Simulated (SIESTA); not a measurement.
## MoP under changes of volume

One of the cells (14.640 Å³/atom); the others are scaled copies at fixed shape and fractional positions:

```
Mo P
1.0
     3.24434    0.00000    0.00000
    -1.62217    2.80969    0.00000
     0.00000    0.00000    3.21213
Mo P
1 1
Direct
  0.00000 0.00000 0.00000
  0.33333 0.66667 0.50000
```

| Item | Value |
| --- | --- |
| Program | SIESTA 5.4.2 |
| Functional | PBE |
| Potentials or basis | PseudoDojo 0.4 standard (PBE files) |
| Basis | DZP (energy shift 0.002 Ry) |
| Grid cutoff | 800 Ry |
| Energy shift | 0.002 Ry |
| k mesh | 10 × 10 × 8 |
| Occupations | fermi-dirac, width 0.05 eV |
| Spin | no spin polarisation |

```csv
volume (Å³/atom),energy over the lowest point (meV/atom),pressure (GPa)
13.492,?,?
13.779,38.71,15.3
14.066,16.53,9.6
14.640,0.00,0.0
14.927,3.77,-4.1
15.214,14.46,-7.7
```

Question: What does the run at 13.492 Å³/atom give?

Answer: Energy over the lowest point 71.60 meV/atom; pressure 21.6 GPa.

Worked out: A Birch-Murnaghan fit of order 3 (a polynomial in V^(-2/3)) to the other rows has its minimum at 14.64 Å³/atom with B0 = V·E''(V) = 220 GPa and B' = 4.6 at fixed shape and positions, which overstates the stiffness. It gives 71.62 meV/atom at 13.492 Å³/atom, against the run's 71.60, and -dE/dV = 21.6 GPa, against 21.6.

Energies are extrapolated to zero smearing.

Caveats: semicore shells carry a single zeta, which can move pressures by several GPa and volumes by a few percent; the basis of atomic orbitals isn't converged, which shifts pressures, moduli and gaps.
